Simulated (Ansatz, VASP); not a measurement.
Two plane-wave programs on GaSb

The input POSCAR:

```
GaSb
1.0
    0.0000000000      3.1260154755      3.1260154755
    3.1260154755      0.0000000000      3.1260154755
    3.1260154755      3.1260154755      0.0000000000
Ga Sb
1 1
Direct
    0.0000000000      0.0000000000      0.0000000000
    0.2500000000      0.2500000000      0.2500000000
```

The input INCAR.step1:

```
PREC = Accurate ; ENCUT = 520
ISMEAR = -1 ; SIGMA = 0.02
LREAL = F ; LASPH = T
NELM = 80 ; NBANDS = 16
GGA = PE ; ALGO = Normal
EDIFF = 1E-4 ; LWAVE = T
LCHARG = F
```

Contents of INCAR.step2:

```
PREC = Accurate ; ENCUT = 520
EDIFF = 1E-6 ; ISMEAR = -1
SIGMA = 0.02 ; LREAL = F
LASPH = T ; NELM = 80
ALGO = Normal ; ISIF = 2
LWAVE = F ; LCHARG = F
METAGGA = R2SCAN ; LMIXTAU = T
NBANDS = 16 ; ISTART = 1
```

Contents of KPOINTS:

```
Automatic mesh
0
Gamma
  6 6 6
```

Input for Ansatz:

```yaml
crystal:
  lattice:
    - [0.0, 3.1260154755, 3.1260154755]
    - [3.1260154755, 0.0, 3.1260154755]
    - [3.1260154755, 3.1260154755, 0.0]
  atoms:
    - { symbol: Ga, position: [0.0, 0.0, 0.0] }
    - { symbol: Sb, position: [0.25, 0.25, 0.25] }
kpoints:
  mp_grid: { grid: [6, 6, 6] }
hamiltonian:
  xc: r2scan
scf:
  occupations: { method: fermi_dirac, width: 0.02 }
  n_extra_bands: 4
output:
  forces: true
  stress: true
  eigenvalues: true
```

Alike in both runs: task single point; functional r2SCAN; k mesh 6 × 6 × 6; occupations fermi-dirac, width 0.02 eV; no spin polarisation.

|  | VASP | Ansatz |
| --- | --- | --- |
| version | VASP 6.6.1 | Ansatz 0.2.0 |
| potentials or method | VASP PAW PBE potentials, release 64 (Ga_d, Sb) | plane waves, PAW |
| plane-wave cutoff (eV) | 520 | 500 |
| valence electrons in the cell | 18 | 28 |

Ansatz gave:

```
pressure (GPa) : -2.6
```

Task: What did VASP give for the same quantities?

Result: Pressure (GPa): -2.5.

The two sets of potentials don't hold the same shells in valence.

Caveats: the PAW data sets were made with another functional, which shifts forces and pressure a little (VASP). The runs have no spin-orbit coupling, so splittings on Sb are missing.
